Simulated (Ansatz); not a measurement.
A plane-wave DFT run in Ansatz 0.2.0 (scalar-relativistic PAW potentials unless the input names others): input and command.

```yaml
crystal:
  lattice:
    - [-2.0417790538, 1.872977804, 2.7466175381]
    - [1.9411933212, -1.974301974, 2.7471462596]
    - [2.0371716236, 1.9696945438, -2.8191656814]
  atoms:
    - { symbol: Na, position: [0.0, 0.0, 0.0] }
kpoints:
  mp_grid: { grid: [8, 8, 9] }
hamiltonian:
  xc: pbesol
scf:
  occupations: { method: gaussian, width: 0.1 }
output:
  forces: true
  eigenvalues: true
  stress: true
```

```bash
ansatz run input.yaml --threads 1 --pin off --max-ram 1331MiB --backend cpu --events-out ev --progress --plain --runs-dir out
```

Abridged log:
```
Pseudopotentials: kind: paw
Pseudopotential: Na, paw, valence charge 9, recommended cutoff 420 eV (normal)
Functional definition: PBEsol
Crystal: 1 atom, lattice volume = 41.964 Å³
Basis set: ecut = 420 eV, 841 PW (Γ), exchange–correlation on 54×54×54 points (8 copies of the dense FFT grid, shifted against one another)
Bands: 9, of which v1, the nominal top of the filled ones, is band 5 counted from 1 (4 counted from 0)
Symmetry: 2 space group operations
Space group: P-1 (ITA 2), of the structure as read, at distance tolerance 3.5e-5 Å
k-points: 290 of 576
Initial density: superposition of atomic densities (neutral atoms: chi_scale 0, normalization atom), corrected by the library's trained network
Initial wavefunctions: pseudopotential atomic-orbital guess
Functional: x = pbesol(κ = 0.804, μ = 0.12345679), c = pbesol(β = 0.046)
SCF iter   1: F=—  HF=-1475.849743 eV  |F-HF|=—  |Δ(HF+E_count)|=         —  Δρ=1.47e-3  dr2=4.57e-4  ethr=1.77e-3  ⟨swp⟩=5.0  Hψ=16617  notcnv=0
SCF iter   2: F=—  HF=-1475.849269 eV  |F-HF|=—  |Δ(HF+E_count)|=   4.74e-4  Δρ=5.51e-4  dr2=1.02e-4  ethr=5.08e-6  ⟨swp⟩=2.2  Hψ=5829  notcnv=0
SCF iter   3: F=—  HF=-1475.849271 eV  |F-HF|=—  |Δ(HF+E_count)|=   1.45e-6  Δρ=1.39e-4  dr2=7.33e-6  ethr=1.14e-6  ⟨swp⟩=2.1  Hψ=3462  notcnv=0
SCF iter   4: F=—  HF=-1475.849272 eV  |F-HF|=—  |Δ(HF+E_count)|=   1.16e-6  Δρ=1.12e-4  dr2=1.82e-6  ethr=8.15e-8  ⟨swp⟩=2.0  Hψ=3662  notcnv=0
SCF iter   5: F=—  HF=-1475.849270 eV  |F-HF|=—  |Δ(HF+E_count)|=   1.54e-6  Δρ=3.76e-5  dr2=2.07e-7  ethr=2.03e-8  ⟨swp⟩=2.0  Hψ=3449  notcnv=0
SCF iter   6: F=-1475.849270 eV  HF=-1475.849270 eV  |F-HF|=8.16e-9  |Δ(HF+E_count)|=   1.90e-7  Δρ=5.72e-6  dr2=4.87e-9  ethr=1.11e-9  ⟨swp⟩=5.2  Hψ=9699  notcnv=0
SCF 1 converged in 6 iterations: F = -1475.849270 eV  dr2 = 4.87e-9
SCF converged after 6 iterations
Free energy (F): -1475.849270 eV
Harris-Foulkes:  -1475.849270 eV  (|F-HF|=8.16e-9)
Internal energy: -1475.846152 eV  (E = F + TS)
E sigma→0 (E₀):  -1475.847711 eV
Entropy (-TS):   -0.003119 eV (-3.119 meV/atom)
Fermi energy:    1.206763 eV
--- Forces (eV/Å), atoms counted from 1 ---
  atom   1  Na     0.00000000     0.00000000     0.00000000
--- Stress (GPa, compression-positive) ---
       -1.104940      -0.039963       0.283939
       -0.039963      -0.716783       0.290121
        0.283939       0.290121      -0.725368
  P = ⅓ Tr σ = -0.8490 GPa (-8.490 kbar)
```

Apart from outputs and empty bands, the input differs from a reference run on usual settings in hamiltonian.xc: "pbe" → "pbesol"; kpoints.mp_grid.grid: [12, 12, 14] → [8, 8, 9]; basis.ecutwfc: 420 → not typed. The reference, at the same geometry (not necessarily relaxed), gave pressure -0.76 GPa, largest force 0.000 eV/Å, no gap on the mesh. This run converged in 6 SCF iterations (reference: 6) with a total energy on another zero, pressure -0.85 GPa, largest force 0.000 eV/Å, no gap on the mesh. Its k mesh is looser than usual. The Hamiltonian differs as well, so the change in the result can't be put down to that alone.